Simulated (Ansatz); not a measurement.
**Si: random displacements**

Computed with DFT LDA, scalar-relativistic, plane waves, PAW (Ansatz). Settings: plane waves to 420 eV, k-mesh 10×10×10 (Γ-centred), Gaussian smearing 0.03 eV. No spin polarisation. Energies are free energies at this smearing, counted from the undisturbed cell; pressure is positive in compression.

Reference structure (relaxed at this level; this form isn't the usual structure):

```
CELL_PARAMETERS angstrom
-3.30127 3.30127 1.90836
3.30127 -3.30127 1.90836
3.30127 3.30127 -1.90836
ATOMIC_POSITIONS crystal
Si 0.17884 0.17884 0.35769
Si 0.82116 0.82116 0.64231
Si 0.17884 0.82116 0.00000
Si 0.82116 0.17884 0.00000
```

The atoms are displaced (Å, in the unstrained cell):

```csv
atom,ux,uy,uz
Si1,-0.450,0.224,0.089
Si2,0.056,0.205,-0.079
Si3,0.248,-0.225,0.184
Si4,0.146,-0.205,-0.194
```

Strain (Voigt, engineering shear): (-0.0363, 0.0186, 0.0203, -0.0104, -0.0419, 0.0115).

What are the energy change, the stress and the forces?

ΔE = 1910.6 meV/atom; stress (xx, yy, zz, yz, xz, xy; compression positive) (65.25, 21.46, -1.64, 6.92, -7.94, 19.63) GPa.
```csv
atom,Fx (eV/Å),Fy,Fz
Si1,23.48,5.73,-2.44
Si2,-1.34,-6.73,-0.29
Si3,-20.16,-1.35,-0.41
Si4,-1.98,2.36,3.14
```

Cost: 1 run of about 3 core-minutes, on AMD EPYC (Zen 3) (shared hosts).